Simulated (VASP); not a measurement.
B3As, 4 atoms in the cell. The typed cell holds 4 atoms: a = 4.228 Å, b = 3.220 Å, c = 3.701 Å, α = 87.69°, β = 90.18°, γ = 106.22°. The cell was built by a generator and needn't be a form met in nature. The cell isn't the ideal one: random cell without symmetry.

```yaml
Program: VASP 6.6.1
Task: relaxation of cell and atoms
Functional: PBE
Potentials_or_basis: VASP PAW PBE potentials, release 64 (B, As)
Cutoff: 600 eV
k_mesh: 4 × 6 × 6
Occupations: gaussian, width 0.1 eV
Spin: no spin polarisation
Dipole_correction: no
Further_INCAR_settings: ALGO = Normal; EDIFF = 1e-06; IBRION = 2; EDIFFG = -0.04; NSW = 90; ISIF = 3
```

Potentials or basis: VASP PAW PBE potentials, release 64 (B, As).

Launch:

```sh
$ cat potpaw_PBE.64/B/POTCAR potpaw_PBE.64/As/POTCAR > POTCAR
$ mpirun -np 1 vasp_std > vasp.out
```

Hardware: 1 thread of Intel(R) Xeon(R) 6975P-C (Granite Rapids), with other jobs on the host.

Question: Estimate the wall time of this run.

Answer: Run time: 9.6 min on 1 thread of Intel(R) Xeon(R) 6975P-C (Granite Rapids), with other jobs on the host, peak memory 0.22 GiB. Counts: scf iterations 416, k points 76, ion steps 51.
